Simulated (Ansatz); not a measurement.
# MgO: the cost of one run

Computed with Ansatz 0.2.0 (DFT r2SCAN, scalar-relativistic, plane waves, PAW, unless a step's input says otherwise).

## 1. The starting structure

The structure is cubic, space group Fm-3m (No. 225). Conventional cell: a = 4.194 Å, b = 4.194 Å, c = 4.194 Å, α = 90.00°, β = 90.00°, γ = 90.00°. Mg (site symmetry m-3m) is surrounded by 6 O at 2.10 Å. Around O (site symmetry m-3m) lie 6 Mg at 2.10 Å.

Coordinates:

```xyz
2
Lattice="0.0000 2.0970 2.0970 2.0970 0.0000 2.0970 2.0970 2.0970 0.0000" Properties=species:S:1:pos:R:3 pbc="T T T"
Mg    0.0000    0.0000    0.0000
O     2.0970    2.0970    2.0970
```

This is candidate A: structure listed in a database for this formula (Fm-3m, No. 225).

(A quick probe on a coarse mesh, which set the mesh and smearing, is not shown.)

## 3. Relaxing cell and atoms (candidate A)

Contents of input.yaml:

```yaml
crystal:
  lattice:
    - [0.0, 2.0970013927, 2.0970013927]
    - [2.0970013927, 0.0, 2.0970013927]
    - [2.0970013927, 2.0970013927, 0.0]
  atoms:
    - { symbol: Mg, position: [0.0, 0.0, 0.0] }
    - { symbol: O, position: [0.5, 0.5, 0.5] }
basis:
  ecutwfc: 500
kpoints:
  mp_grid: { grid: [10, 10, 10] }
hamiltonian:
  xc: r2scan
scf:
  occupations: { method: gaussian, width: 0.02 }
output:
  forces: true
  stress: true
  eigenvalues: true
  write_density: true
  write_potential: true
  elf: true
  volumetric_format: npy
relax:
  adjacent_minimum: "off"
  f_tol: 0.01
  max_steps: 80
  cell: { stress_tol: 0.05 }
```

Launch:

```
ansatz run input.yaml --threads 1 --pin off --max-ram 3072MiB --backend cpu --events-out ev --progress --plain --runs-dir out
```

Q: Estimate wall time and peak memory on 1 thread of Arm Neoverse N1, shared host.

About 13 s, with a peak of 0.33 GiB.
